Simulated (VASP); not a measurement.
Crystal: AlN.

```
Al N
1.0
     0.00000    2.18399    2.18399
     2.18399    0.00000    2.18399
     2.18399    2.18399    0.00000
Al N
1 1
Direct
  0.00000 0.00000 0.00000
  0.25000 0.25000 0.25000
```

Measurements of this composition are mostly on another form, of space group No. 186.

Base run:

| Item | Value |
| --- | --- |
| Program | VASP 6.6.1 |
| Functional | PBE0 |
| Potentials or basis | VASP PAW PBE potentials, release 64 (Al, N) |
| Cutoff | 520 eV |
| k mesh | 8 × 8 × 8 |
| Occupations | gaussian, width 0.02 eV |
| Spin | no spin polarisation |

Its results: band gap on the k mesh 5.29 eV, indirect (least direct gap 6.28 eV); pressure -0.5 GPa.

Question: The run is repeated on the same cell with these changes: functional from PBE0 to HSE03. What comes out?

Answer: Band gap on the k mesh 4.33 eV, indirect (least direct gap 5.32 eV); pressure -0.3 GPa.

Caveats: the PAW data sets were made with another functional, which shifts forces and pressure a little.

Not every run made on this cell is shown here.
